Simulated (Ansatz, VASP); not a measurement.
# One calculation of Sn, two programs

File INCAR:

```
PREC = Accurate ; ENCUT = 520
EDIFF = 1E-6 ; ISMEAR = 0
SIGMA = 0.05 ; LREAL = F
LASPH = T ; NELM = 150
ALGO = Normal ; ISIF = 2
LWAVE = F ; LCHARG = F
MAGMOM = 0 0 0 ; LORBIT = 11
LSORBIT = T ; GGA_COMPAT = F
LORBMOM = T ; GGA = PE
NBANDS = 25
```

The input KPOINTS:

```
Automatic mesh
0
Gamma
  16 16 16
```

Contents of POSCAR:

```
Sn
1.0
   -1.9132974932      1.9132974932      1.9132974932
    1.9132974932     -1.9132974932      1.9132974932
    1.9132974932      1.9132974932     -1.9132974932
Sn
1
Direct
    0.0000000000      0.0000000000      0.0000000000
```

Input for Ansatz:

```yaml
crystal:
  lattice:
    - [-1.9132974932, 1.9132974932, 1.9132974932]
    - [1.9132974932, -1.9132974932, 1.9132974932]
    - [1.9132974932, 1.9132974932, -1.9132974932]
  atoms:
    - { symbol: Sn, position: [0.0, 0.0, 0.0] }
basis:
  ecutwfc: 420
  ecutrho_ratio: 4
kpoints:
  mp_grid: { grid: [16, 16, 16] }
hamiltonian:
  xc: pbe
scf:
  occupations: { method: gaussian, width: 0.05 }
output:
  forces: true
  stress: true
  eigenvalues: true
  populations: true
magnetization:
  noncollinear: true
  spin_orbit: true
```

The cell was built by a generator and needn't be a form met in nature.

Alike in both runs: task single point; functional PBE; k mesh 16 × 16 × 16; occupations gaussian, width 0.05 eV; non-collinear spin, spin-orbit coupling.

```csv
,VASP,Ansatz
version,VASP 6.6.1,Ansatz 0.2.0
potentials or method,"VASP PAW PBE potentials, release 64 (Sn_d)","plane waves, PAW"
plane-wave cutoff (eV),520,420
valence electrons in the cell,14,14
```

|  | VASP | Ansatz | Ansatz less VASP |
| --- | --- | --- | --- |
| gap on the k mesh at the Fermi level (eV) | none | none | - |
| pressure (GPa) | -0.4 | -0.4 | +0.04 |
| net moment per atom (μB) | 0.00 | 0.00 | 0.000 |

A gap of «none» marks a metal or a gap that the smearing closes. With one functional, cell and mesh, what is left measures potentials, basis and numerics.
